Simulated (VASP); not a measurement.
## A VASP 6.6.1 single-point calculation on NaI

INCAR

```
METAGGA = MS2
ENCUT = 520
ISMEAR = -1
NBANDS = 14
LREAL = .FALSE.
NELM = 62
SIGMA = 0.02
EDIFF = 1E-7
LWAVE = .FALSE.
ISIF = 2
IBRION = -1
NSW = 0
LASPH = .TRUE.
PREC = Medium
LCHARG = .FALSE.
```

KPOINTS

```
KPOINTS created by Atomic Simulation Environment
0
Gamma
6 6 6
0 0 0
```

POSCAR

```
Na I
 1.0000000000000000
     0.0000000000000000    3.6317714246000001    3.6317714246000001
     3.6317714246000001    0.0000000000000000    3.6317714246000001
     3.6317714246000001    3.6317714246000001    0.0000000000000000
 Na  I
   1   1
Cartesian
  0.0000000000000000  0.0000000000000000  0.0000000000000000
  1.8158857123000001  1.8158857123000001  1.8158857123000001
```

The recommended PBE PAW datasets give the neutral cell 14 valence electrons.

Command

```
mpirun -np 1 vasp_std
```

OSZICAR

```
N       E                     dE             d eps       ncg     rms          rms(c)
DAV:   1     0.734516566757E+02    0.73452E+02   -0.59488E+03   448   0.779E+02
DAV:   2     0.454214063539E-01   -0.73406E+02   -0.69223E+02   460   0.189E+02
DAV:   3    -0.643620504151E+01   -0.64816E+01   -0.64411E+01   580   0.583E+01
DAV:   4    -0.658335801569E+01   -0.14715E+00   -0.14711E+00   526   0.953E+00
DAV:   5    -0.658781498836E+01   -0.44570E-02   -0.44568E-02   584   0.173E+00    0.386E+00
DAV:   6    -0.384103729768E+01    0.27468E+01   -0.10535E+00   448   0.106E+01    0.188E+00
DAV:   7    -0.390066453811E+01   -0.59627E-01   -0.18777E-01   514   0.238E+00    0.848E-01
DAV:   8    -0.391891878978E+01   -0.18254E-01   -0.13440E-02   568   0.770E-01    0.580E-01
DAV:   9    -0.392751498907E+01   -0.85962E-02   -0.18255E-02   532   0.104E+00    0.452E-01
DAV:  10    -0.392816155540E+01   -0.64657E-03   -0.14679E-03   484   0.238E-01    0.337E-01
DAV:  11    -0.392821652738E+01   -0.54972E-04   -0.30194E-04   586   0.934E-02    0.699E-02
DAV:  12    -0.392827289665E+01   -0.56369E-04   -0.48979E-05   502   0.462E-02    0.933E-02
DAV:  13    -0.392827464625E+01   -0.17496E-05   -0.67084E-06   586   0.135E-02    0.135E-02
DAV:  14    -0.392827422985E+01    0.41640E-06   -0.32089E-06   508   0.131E-02    0.103E-02
DAV:  15    -0.392827580217E+01   -0.15723E-05   -0.49507E-08   592   0.253E-03    0.857E-03
DAV:  16    -0.392827727784E+01   -0.14757E-05   -0.46271E-08   532   0.203E-03    0.927E-04
DAV:  17    -0.392827728866E+01   -0.10825E-07   -0.84218E-09   338   0.750E-04
   1 F= -.39282773E+01 E0= -.39282773E+01  d E =-.142804E-12
```

From OUTCAR

```
k-points           NKPTS =     16   k-points in BZ     NKDIM =     16   number of bands    NBANDS=     14

   NELECT =      14.0000    total number of electrons

   dimension x,y,z NGX =    30 NGY =   30 NGZ =   30
   dimension x,y,z NGXF=    32 NGYF=   32 NGZF=   32

  energy-cutoff  :      520.00
  volume of cell :       95.80
      direct lattice vectors                 reciprocal lattice vectors
     0.000000000  3.631771425  3.631771425    -0.137673863  0.137673863  0.137673863
     3.631771425  0.000000000  3.631771425     0.137673863 -0.137673863  0.137673863
     3.631771425  3.631771425  0.000000000     0.137673863  0.137673863 -0.137673863

 k-points in reciprocal lattice and weights: KPOINTS created by Atomic Simulation Env
   0.00000000  0.00000000  0.00000000       0.005
   0.16666667  0.00000000  0.00000000       0.037
   0.33333333  0.00000000  0.00000000       0.037
   0.50000000  0.00000000  0.00000000       0.019
   0.16666667  0.16666667  0.00000000       0.028
   0.33333333  0.16666667  0.00000000       0.111
   0.50000000  0.16666667  0.00000000       0.111
  -0.33333333  0.16666667  0.00000000       0.111
   ...

 E-fermi :  -1.2173

 k-point     1 :       0.0000    0.0000    0.0000
  band No.  band energies     occupation
      1     -24.3569      2.00000
      2     -24.3569      2.00000
      3     -24.3562      2.00000
      4     -12.1320      2.00000
      5      -1.7471      2.00000
      6      -1.7470      2.00000
      7      -1.7468      2.00000
      8       2.5778      0.00000
      9       6.6237      0.00000
     10       6.6253      0.00000
     11       6.6253      0.00000
     12       8.3906      0.00000
     13       8.3906      0.00000
     14       9.4333      0.00000

 k-point     2 :       0.1667    0.0000    0.0000
  band No.  band energies     occupation
      1     -24.3573      2.00000
      2     -24.3570      2.00000
      3     -24.3563      2.00000
      4     -12.1053      2.00000
      5      -2.0626      2.00000
      6      -1.7765      2.00000
      7      -1.7764      2.00000
      8       3.0956      0.00000
      9       6.2107      0.00000
     10       6.7625      0.00000
     11       6.7629      0.00000
     12       7.9788      0.00000
     13       7.9800      0.00000
     14       9.2543      0.00000

 k-point     3 :       0.3333    0.0000    0.0000
  band No.  band energies     occupation
      1     -24.3581      2.00000
      2     -24.3571      2.00000
      3     -24.3564      2.00000
      4     -12.0508      2.00000
      5      -2.5713      2.00000
      6      -1.8335      2.00000
      7      -1.8335      2.00000
      8       3.9186      0.00000
      9       5.9429      0.00000
     10       6.5624      0.00000
     11       6.5631      0.00000
     12       8.5722      0.00000
     13       8.5740      0.00000
     14       8.7257      0.00000

 k-point     4 :       0.5000    0.0000    0.0000
  band No.  band energies     occupation
      1     -24.3585      2.00000
      2     -24.3571      2.00000
      3     -24.3564      2.00000
      4     -12.0230      2.00000
      5      -2.7880      2.00000
      6      -1.8611      2.00000
      7      -1.8611      2.00000
      8       4.1527      0.00000
      9       6.0699      0.00000
     10       6.3798      0.00000
     11       6.3805      0.00000
     12       8.9833      0.00000
     13       9.9068      0.00000
     14       9.9069      0.00000

 ...

  Total       -0.9957852     -0.9957852     -0.9957852      0.0000000      0.0000000     -0.0000000
  in kB      -16.6529337    -16.6529337    -16.6529337      0.0000000      0.0000000     -0.0000000
  external PRESSURE =     -16.6529337 kB  Pullay stress =       0.0000000 kB

 POSITION                                       TOTAL-FORCE (eV/Angst)
 -----------------------------------------------------------------------------------
      0.00000      0.00000      0.00000        -0.000000     -0.000000     -0.000000
      1.81589      1.81589      1.81589         0.000000      0.000000      0.000000
 -----------------------------------------------------------------------------------
    total drift:                                0.000339      0.000339      0.000361

  FREE ENERGIE OF THE ION-ELECTRON SYSTEM (eV)
  ---------------------------------------------------
  free  energy   TOTEN  =        -3.9282772887 eV

  energy  without entropy=       -3.9282772887  energy(sigma->0) =       -3.92827729
```

It converged. Results: gap between bands v and c on the k mesh 4.32 eV; least direct gap on the k mesh 4.32 eV; pressure -1.7 GPa. Band v is the last that the valence electrons fill when counted band by band, and c is the next.

For comparison, a separate PBE run of the intended cell, on usual settings and not on those above, gives a gap of 3.70 eV on its mesh and a pressure of -0.4 GPa.

The run above took about 36 s on one core of a shared host (Intel Xeon Platinum 8488C) and held 0.14 GiB at most.
